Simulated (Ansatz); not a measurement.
A run of Ansatz 0.2.0:

The input input.yaml:

```yaml
crystal:
  lattice:
    - [0.0, 3.0, 3.0]
    - [3.0, 0.0, 3.0]
    - [3.0, 3.0, 0.0]
  atoms:
    - { symbol: Au, position: [0.0, 0.0, 0.0] }
    - { symbol: Al, position: [0.75, 0.75, 0.75] }
    - { symbol: Al, position: [0.25, 0.25, 0.25] }
hamiltonian:
  xc: pbe
  pseudopotentials: { kind: paw }
kpoints:
  mp_grid: { grid: [8, 8, 8] }
scf:
  occupations: { method: fermi_dirac, width: 0.05 }
phonons:
  method: dfpt
```

Potentials or basis: Ansatz PAW.

Run with:

```bash
$ ansatz run input.yaml --threads 2 --pin off --max-ram 5632MiB --backend cpu --events-out ev --progress --plain --runs-dir out
```

Hardware: 2 threads of Arm Neoverse V2, with other jobs on the host.

Problem. How long does it take, and how much memory?

Solution. It took 6.4 s on 2 threads of Arm Neoverse V2, with other jobs on the host, peak memory 0.48 GiB. Counts: scf iterations 9, plane waves 1067, k points 59, bands 17.
